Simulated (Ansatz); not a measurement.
The system is V.

```xyz
1
Lattice="-0.0756 2.0481 1.8549 1.9021 0.0263 1.7529 1.8824 1.9264 0.0461" Properties=species:S:1:pos:R:3 pbc="T T T"
V     0.0000    0.0000    0.0000
```

This isn't the form of V at room conditions, which is bcc.

The cell isn't the ideal one: cell sheared at random, sigma 0.06, atoms nudged by 0.01 Å.

| Property | Result |
| --- | --- |
| Program | Ansatz 0.2.0 |
| Task | relaxation of cell and atoms |
| Functional | PBEsol0 |
| Potentials or basis | Ansatz PAW |
| Cutoff | 420 eV (not typed: the program's choice for these potentials) |
| k mesh | 6 × 6 × 6 |
| Occupations | fermi-dirac, width 0.05 eV |
| Spin | collinear spin, ferromagnetic start |
| Starting moments | [2.0] μB |

At the start: volume 13.54 Å³/atom.

Problem. How do energy, volume and symmetry change on relaxing?

Solution. It ends after 10 steps and the volume is 12.79 Å³/atom (-5.5 %); space group P-1 (No. 2, to 0.05 Å); moment 0.00 μB per cell.

The path:
```csv
step,energy change (eV),largest force (eV/Å),volume (Å³)
1,0.0000,0.0000,13.54
2,-0.0815,0.0000,13.04
3,-0.1307,0.0000,12.84
4,-0.1321,0.0000,12.70
5,-0.1335,0.0000,12.79
6,-0.1336,0.0000,12.79
7,-0.1336,0.0000,12.79
8,-0.1333,0.0000,12.79
9,-0.1333,0.0000,12.79
10,-0.1333,0.0000,12.79
```

Final structure:
```xyz
1
Lattice="-0.0873 2.1127 1.6338 1.9019 0.0241 1.5353 1.9269 2.0258 -0.0121" Properties=species:S:1:pos:R:3 pbc="T T T"
V     0.0000    0.0000    0.0000
```

Caveat: the k mesh is coarse (spacing up to 0.50 Å⁻¹), so the values aren't converged, least of all with exact exchange; the magnetic or orbital state may not be the lowest; the plane-wave basis is chosen anew once the cell has moved, so the energies of steps on either side of that aren't comparable; the PAW data sets come from PBE, with cores solved anew for the run's functional, which leaves a small shift of forces and pressure; the starting moments weren't kept.
